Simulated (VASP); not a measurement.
BN, 4 atoms in the cell. It takes space group P6_3/mmc (No. 194, hexagonal). The conventional cell has a = 2.512 Å, b = 2.512 Å, c = 8.343 Å, α = 90.00°, β = 90.00°, γ = 120.00°. B (site symmetry -6m2) has 3 N at 1.45 Å as nearest neighbours. N (site symmetry -6m2) has 3 B at 1.45 Å as nearest neighbours. The cell is a database's computed one.

* Program: VASP 6.6.1
* Task: single point
* Functional: PBE
* Potentials or basis: VASP PAW PBE potentials, release 64 (B, N)
* Cutoff: 520 eV
* k mesh: 12 × 12 × 4
* Occupations: gaussian, width 0.02 eV
* Spin: no spin polarisation
* Dipole correction: no
* Further INCAR settings: ALGO = Fast; EDIFF = 1e-06; NBANDS = 16

Potentials or basis: VASP PAW PBE potentials, release 64 (B, N).

The run is started by

```sh
$ cat potpaw_PBE.64/B/POTCAR potpaw_PBE.64/N/POTCAR > POTCAR
$ mpirun -np 1 vasp_std > vasp.out
```

Hardware: 1 thread of AMD EPYC 9R45 96-Core Processor (Zen 5), with other jobs on the host.

Problem. Estimate the wall time of this run.

Solution. Wall time 25 s on 1 thread of AMD EPYC 9R45 96-Core Processor (Zen 5) (shared host), peak memory 0.14 GiB. Counts: scf iterations 15, k points 57.
